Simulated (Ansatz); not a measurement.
## BAs in Ansatz: the effect of target pressure

The system is BAs.

```
As B
1.0
     0.00000    2.38850    2.38850
     2.38850    0.00000    2.38850
     2.38850    2.38850    0.00000
As B
1 1
Direct
  0.75000 0.75000 0.75000
  0.00000 0.00000 0.00000
```

Alike in all runs:

* Program: Ansatz 0.2.0
* Task: relaxation of cell and atoms
* Functional: PBEsol
* Potentials or basis: all-electron LAPW, scalar-relativistic
* Basis error allowed: 0.001 eV/atom
* k mesh: 10 × 10 × 10
* Occupations: fermi-dirac, width 0.05 eV
* Spin: no spin polarisation

Each run relaxes the cell or the atoms first.

| target pressure | relaxed volume (Å³/atom) | gap on the mesh (eV) |
| --- | --- | --- |
| 0 GPa | 13.54 | 1.08 |
| 5 GPa | ? | ? |
| 10 GPa | 12.72 | 1.02 |
| 20 GPa | 12.09 | 0.96 |
| 30 GPa | 11.59 | 0.92 |

Problem. What does the run with target pressure 5 GPa give?

Solution. Relaxed volume 13.10 Å³/atom; gap on the mesh 1.05 eV.

Worked out: In Murnaghan's law V^(-B') rises as a straight line in P. The other rows fit best with B' = 3.8, V0 = 13.54 Å³/atom and B0 = 141 GPa, which gives 13.10 Å³/atom at 5 GPa, against the run's 13.10. A straight line through the other rows of the gap on the mesh, of slope -0.0054 eV per GPa, gives 1.05 eV, against the run's 1.05.

A k mesh can miss the band edges.
